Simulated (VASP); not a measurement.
## VASP 6.6.1, PBE single-point calculation, MoS2 (strained 2H (MoS2) bulk)

INCAR

```
LCHARG = .FALSE.
ISIF = 2
ENCUT = 520
PREC = Accurate
NBANDS = 35
IBRION = -1
EDIFF = 1E-7
LASPH = .TRUE.
LREAL = .FALSE.
NSW = 0
NELM = 120
SIGMA = 0.02
LWAVE = .FALSE.
GGA = PE
ISMEAR = -1
```

KPOINTS

```
KPOINTS created by Atomic Simulation Environment
0
Gamma
12 12 2
0 0 0
```

KPOINTS_OPT

```
special points
7
Reciprocal
0.0000000000 0.0000000000 0.0000000000 1
0.5000000000 0.0000000000 0.0000000000 1
0.3333333333 0.3333333333 0.0000000000 1
0.0000000000 0.0000000000 0.5000000000 1
0.5000000000 0.0000000000 0.5000000000 1
0.3333333333 0.3333333333 0.5000000000 1
0.1770830000 0.1770830000 0.0000000000 1
```

POSCAR

```
Mo S
 1.0000000000000000
     3.1730199293068684    0.0000000000288675    0.0000000000000000
    -1.5865099646784344    2.7479158654796181    0.0000000000000000
     0.0000000000000000    0.0000000000000000   12.0628190804000006
 Mo  S
   2   4
Cartesian
 -0.0000000000166668  1.8319439103293678  3.0157047700999997
  1.5865099646451009  0.9159719551791174  9.0471143102999996
  1.5865099646451009  0.9159719551791174  4.5671030229234457
  1.5865099646451009  0.9159719551791174  1.4643065172765526
 -0.0000000000166668  1.8319439103293678 10.5985125631234478
 -0.0000000000166668  1.8319439103293678  7.4957160574765522
```

VASP ran with the recommended PBE PAW datasets (52 valence electrons in the cell).

Command

```
mpirun -np 1 vasp_std
```

OSZICAR

```
N       E                     dE             d eps       ncg     rms          rms(c)
DAV:   1     0.443199474022E+03    0.44320E+03   -0.29427E+04  2948   0.142E+03
DAV:   2    -0.232497103190E+02   -0.46645E+03   -0.44953E+03  3200   0.367E+02
DAV:   3    -0.460576857797E+02   -0.22808E+02   -0.22374E+02  3223   0.745E+01
DAV:   4    -0.464966314668E+02   -0.43895E+00   -0.43805E+00  3180   0.105E+01
DAV:   5    -0.465043518795E+02   -0.77204E-02   -0.77195E-02  3132   0.142E+00    0.344E+01
DAV:   6    -0.443321815496E+02    0.21722E+01   -0.12473E+01  2890   0.225E+01    0.128E+01
DAV:   7    -0.439240152270E+02    0.40817E+00   -0.55271E+00  2840   0.146E+01    0.820E+00
DAV:   8    -0.435657047364E+02    0.35831E+00   -0.84660E-01  2832   0.620E+00    0.297E+00
DAV:   9    -0.435759307263E+02   -0.10226E-01   -0.99240E-02  3055   0.157E+00    0.129E+00
DAV:  10    -0.435679012892E+02    0.80294E-02   -0.33533E-02  2884   0.123E+00    0.409E-01
DAV:  11    -0.435680062921E+02   -0.10500E-03   -0.18699E-03  2928   0.232E-01    0.233E-01
DAV:  12    -0.435678210748E+02    0.18522E-03   -0.46747E-04  2964   0.126E-01    0.117E-01
DAV:  13    -0.435678211508E+02   -0.75986E-07   -0.15975E-04  3009   0.637E-02    0.858E-03
DAV:  14    -0.435678242803E+02   -0.31295E-05   -0.10906E-05  2991   0.152E-02    0.187E-02
DAV:  15    -0.435678248670E+02   -0.58671E-06   -0.73871E-07  2710   0.383E-03    0.117E-02
DAV:  16    -0.435678248692E+02   -0.21701E-08   -0.69880E-07  2791   0.515E-03
   1 F= -.43567825E+02 E0= -.43567825E+02  d E =-.379756E-10
       N       E                     dE             ncg
DAV:   1     0.196957784418E+04   -0.94728E+04      546
DAV:   2    -0.126780525640E+04   -0.32374E+04      594
DAV:   3    -0.141610386378E+04   -0.14830E+03      588
DAV:   4    -0.141911639644E+04   -0.30125E+01      571
DAV:   5    -0.141917583294E+04   -0.59437E-01      579
DAV:   6    -0.141917794411E+04   -0.21112E-02      598
DAV:   7    -0.141917800113E+04   -0.57019E-04      590
DAV:   8    -0.141917800374E+04   -0.26182E-05      598
DAV:   9    -0.141917800388E+04   -0.13982E-06      422
DAV:  10    -0.141917800389E+04   -0.65247E-08      309
```

From OUTCAR

```
k-points           NKPTS =     38   k-points in BZ     NKDIM =     38   number of bands    NBANDS=     35

   NELECT =      52.0000    total number of electrons

   dimension x,y,z NGX =    24 NGY =   24 NGZ =   90
   dimension x,y,z NGXF=    48 NGYF=   48 NGZF=  180

  energy-cutoff  :      520.00
  volume of cell :      105.18
      direct lattice vectors                 reciprocal lattice vectors
     3.173019929  0.000000000  0.000000000     0.315157176  0.181956080  0.000000000
    -1.586509965  2.747915865  0.000000000    -0.000000000  0.363912161  0.000000000
     0.000000000  0.000000000 12.062819080     0.000000000  0.000000000  0.082899362

 k-points in reciprocal lattice and weights: KPOINTS created by Atomic Simulation Env
   0.00000000  0.00000000  0.00000000       0.003
   0.08333333  0.00000000  0.00000000       0.021
   0.16666667  0.00000000  0.00000000       0.021
   0.25000000  0.00000000  0.00000000       0.021
   0.33333333  0.00000000  0.00000000       0.021
   0.41666667  0.00000000  0.00000000       0.021
   0.50000000  0.00000000  0.00000000       0.010
   0.08333333  0.08333333  0.00000000       0.021
   ...

 E-fermi :   8.2340

 k-point     1 :       0.0000    0.0000    0.0000
  band No.  band energies     occupation
      1     -53.7715      2.00000
      2     -53.7714      2.00000
      3     -27.9211      2.00000
      4     -27.9210      2.00000
      5     -27.7105      2.00000
      6     -27.7105      2.00000
      7     -27.7105      2.00000
      8     -27.7105      2.00000
      9      -7.2740      2.00000
     10      -6.9424      2.00000
     11      -6.0464      2.00000
     12      -5.5014      2.00000
     13       0.7618      2.00000
     14       1.9459      2.00000
     15       4.2118      2.00000
     16       4.3884      2.00000
     17       4.3884      2.00000
     18       4.4056      2.00000
     19       4.4056      2.00000
     20       5.4925      2.00000
     21       5.4925      2.00000
     22       5.5533      2.00000
     23       5.5533      2.00000
     24       6.6391      2.00000
     25       6.7536      2.00000
     26       7.8560      2.00000
     27       9.8269      0.00000
     28       9.8269      0.00000
     29       9.8593      0.00000
     30       9.8593      0.00000
     31      10.0023      0.00000
     32      10.0023      0.00000
     33      10.2212      0.00000
     34      10.2212      0.00000
     35      13.2783      0.00000

 k-point     2 :       0.0833    0.0000    0.0000
  band No.  band energies     occupation
      1     -53.7688      2.00000
      2     -53.7688      2.00000
      3     -27.9159      2.00000
      4     -27.9158      2.00000
      5     -27.7371      2.00000
      6     -27.7371      2.00000
      7     -27.7166      2.00000
      8     -27.7166      2.00000
      9      -7.1689      2.00000
     10      -6.8393      2.00000
     11      -5.9963      2.00000
     12      -5.4672      2.00000
     13       0.8814      2.00000
     14       2.0614      2.00000
     15       3.9910      2.00000
     16       4.1535      2.00000
     17       4.1817      2.00000
     18       4.4933      2.00000
     19       4.5176      2.00000
     20       5.1440      2.00000
     21       5.3240      2.00000
     22       5.3908      2.00000
     23       5.6518      2.00000
     24       6.6465      2.00000
     25       6.8398      2.00000
     26       7.6162      2.00000
     27       9.7203      0.00000
     28       9.7679      0.00000
     29       9.8697      0.00000
     30       9.8711      0.00000
     31       9.9647      0.00000
     32       9.9890      0.00000
     33      10.0647      0.00000
     34      10.1162      0.00000
     35      13.7725      0.00000

 k-point     3 :       0.1667    0.0000    0.0000
  band No.  band energies     occupation
      1     -53.7617      2.00000
      2     -53.7617      2.00000
      3     -27.9016      2.00000
      4     -27.9015      2.00000
      5     -27.8091      2.00000
      6     -27.8091      2.00000
      7     -27.7330      2.00000
      8     -27.7330      2.00000
      9      -6.8686      2.00000
     10      -6.5472      2.00000
     11      -5.8529      2.00000
     12      -5.3710      2.00000
     13       1.1929      2.00000
     14       2.3317      2.00000
     15       3.5322      2.00000
     16       3.6042      2.00000
     17       3.6886      2.00000
     18       4.4549      2.00000
     19       4.7856      2.00000
     20       4.8302      2.00000
     21       4.9288      2.00000
     22       5.0072      2.00000
     23       5.6718      2.00000
     24       6.5919      2.00000
     25       6.6611      2.00000
     26       6.9888      2.00000
     27       9.2822      0.00000
     28       9.5817      0.00000
     29       9.6120      0.00000
     30       9.8572      0.00000
     31       9.8886      0.00000
     32       9.9497      0.00000
     33      10.3655      0.00000
     34      10.5306      0.00000
     35      14.9147      0.00000

 k-point     4 :       0.2500    0.0000    0.0000
  band No.  band energies     occupation
      1     -53.7519      2.00000
      2     -53.7519      2.00000
      3     -27.9062      2.00000
      4     -27.9062      2.00000
      5     -27.8821      2.00000
      6     -27.8820      2.00000
      7     -27.7553      2.00000
      8     -27.7553      2.00000
      9      -6.4197      2.00000
     10      -6.1197      2.00000
     11      -5.6387      2.00000
     12      -5.2332      2.00000
     13       1.5064      2.00000
     14       2.3694      2.00000
     15       3.0194      2.00000
     16       3.0496      2.00000
     17       3.4187      2.00000
     18       3.6956      2.00000
     19       4.4875      2.00000
     20       4.5763      2.00000
     21       5.1903      2.00000
     22       5.2736      2.00000
     23       5.4424      2.00000
     24       6.1948      2.00000
     25       6.2508      2.00000
     26       6.3949      2.00000
     27       8.9950      0.00000
     28       9.3174      0.00000
     29       9.5792      0.00000
     30       9.8301      0.00000
     31       9.8849      0.00000
     32      10.4973      0.00000
     33      10.7420      0.00000
     34      11.0253      0.00000
     35      15.2130      0.00000

 k-point     5 :       0.3333    0.0000    0.0000
  band No.  band energies     occupation
      1     -53.7421      2.00000
      2     -53.7420      2.00000
      3     -28.0018      2.00000
      4     -28.0018      2.00000
      5     -27.8625      2.00000
      6     -27.8624      2.00000
      7     -27.7776      2.00000
      8     -27.7776      2.00000
      9      -5.9062      2.00000
     10      -5.6505      2.00000
     11      -5.3946      2.00000
     12      -5.0904      2.00000
     13       1.4719      2.00000
     14       1.9493      2.00000
     15       2.5321      2.00000
     16       2.7547      2.00000
     17       2.9936      2.00000
     18       3.4861      2.00000
     19       4.1172      2.00000
     20       4.2132      2.00000
     21       5.1698      2.00000
     22       5.5834      2.00000
     23       5.7294      2.00000
     24       5.7501      2.00000
     25       5.9187      2.00000
     26       6.2201      2.00000
     27       9.1582      0.00000
     28       9.2080      0.00000
     29       9.4020      0.00000
     30       9.9175      0.00000
     31      10.2190      0.00000
     32      10.9989      0.00000
     33      11.0948      0.00000
     34      11.4022      0.00000
     35      14.3813      0.00000

 k-point     6 :       0.4167    0.0000    0.0000
  band No.  band energies     occupation
      1     -53.7348      2.00000
      2     -53.7348      2.00000
      3     -28.0709      2.00000
      4     -28.0709      2.00000
      5     -27.8480      2.00000
      6     -27.8480      2.00000
      7     -27.7938      2.00000
      8     -27.7938      2.00000
      9      -5.4622      2.00000
     10      -5.2773      2.00000
     11      -5.1822      2.00000
     12      -4.9917      2.00000
     13       1.1722      2.00000
     14       1.5506      2.00000
     15       2.1683      2.00000
     16       2.4866      2.00000
     17       2.5988      2.00000
     18       3.3921      2.00000
     19       3.8772      2.00000
     20       3.9774      2.00000
     21       5.0281      2.00000
     22       5.4395      2.00000
     23       5.8439      2.00000
     24       6.0591      2.00000
     25       6.0833      2.00000
     26       6.3867      2.00000
     27       9.2569      0.00000
     28       9.3591      0.00000
     29       9.5199      0.00000
     30       9.9690      0.00000
     31      10.5153      0.00000
     32      11.1283      0.00000
     33      11.4948      0.00000
     34      11.6188      0.00000
     35      13.3745      0.00000

 ...

  Total        1.4881020      1.4881020      3.2834420      0.0000000      0.0000000      0.0000000
  in kB       22.6682635     22.6682635     50.0166823      0.0000000      0.0000000      0.0000000
  external PRESSURE =      31.7844031 kB  Pullay stress =       0.0000000 kB

 POSITION                                       TOTAL-FORCE (eV/Angst)
 -----------------------------------------------------------------------------------
     -0.00000      1.83194      3.01570        -0.000000     -0.000000     -0.000000
      1.58651      0.91597      9.04711         0.000000      0.000000      0.000000
      1.58651      0.91597      4.56710         0.000000      0.000000      0.109818
      1.58651      0.91597      1.46431         0.000000     -0.000000     -0.109818
     -0.00000      1.83194     10.59851         0.000000     -0.000000      0.109818
     -0.00000      1.83194      7.49572         0.000000      0.000000     -0.109818
 -----------------------------------------------------------------------------------
    total drift:                                0.000000     -0.000000     -0.000000

  FREE ENERGIE OF THE ION-ELECTRON SYSTEM (eV)
  ---------------------------------------------------
  free  energy   TOTEN  =       -43.5678248692 eV

  energy  without entropy=      -43.5678248691  energy(sigma->0) =      -43.56782487
```

```
gap between bands v and c : 0.78 eV
least direct gap          : 1.61 eV
pressure                  : 3.2 GPa
largest force             : 0.11 eV/Å
```

Band v is the last that the valence electrons fill when counted band by band, and c is the next.

The run took about 2 min on one core of a shared host (Intel Xeon Platinum 8488C) and held 0.32 GiB at most.
